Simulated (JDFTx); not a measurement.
The system is Pd.

```
Pd
1.0
     0.00000    1.94650    1.94650
     1.94650    0.00000    1.94650
     1.94650    1.94650    0.00000
Pd
1
Direct
  0.00000 0.00000 0.00000
```

| Quantity | Value |
| --- | --- |
| Program | JDFTx 1.7.0 (patched build) |
| Task | relaxation of cell and atoms |
| Functional | revPBE |
| Potentials or basis | SG15-PBE-1.2 with smoothed tails |
| Cutoff | 1088 eV |
| Density cutoff | 4354 eV |
| k mesh | 6 × 6 × 6 |
| Occupations | fermi-dirac, width 0.05 eV |
| Spin | no spin polarisation |

At the start: pressure 9.3 GPa; volume 14.75 Å³/atom.

Task: How do energy, volume and symmetry change on relaxing?

Result: Over 6 steps the energy falls by 20.9 meV/atom and the volume is 15.52 Å³/atom (+5.2 %); space group Fm-3m (No. 225, to 0.05 Å).

Step by step:
| step | energy change (eV) | largest force (eV/Å) | pressure (GPa) | volume (Å³) |
| --- | --- | --- | --- | --- |
| 1 | 0.0000 | 0.0000 | 9.27 | 14.75 |
| 2 | -0.0096 | 0.0000 | 6.62 | 14.95 |
| 3 | -0.0208 | 0.0000 | 0.77 | 15.44 |
| 4 | -0.0209 | 0.0000 | 0.11 | 15.51 |
| 5 | -0.0209 | 0.0000 | 0.02 | 15.51 |
| 6 | -0.0209 | 0.0000 | 0.01 | 15.52 |

Final structure:
```cif
data_structure
_symmetry_space_group_name_H-M 'P 1'
_symmetry_Int_Tables_number 1
_cell_length_a 2.7996
_cell_length_b 2.7996
_cell_length_c 2.7996
_cell_angle_alpha 60.000
_cell_angle_beta 60.000
_cell_angle_gamma 60.000
_cell_volume 15.52
loop_
_atom_site_label
_atom_site_type_symbol
_atom_site_fract_x
_atom_site_fract_y
_atom_site_fract_z
_atom_site_occupancy
Pd1 Pd 0.00000 0.00000 0.00000 1
```

Caveat: the k mesh is coarse (spacing up to 0.47 Å⁻¹), so the values aren't converged; the potentials were made for another functional, which shifts forces and pressure.
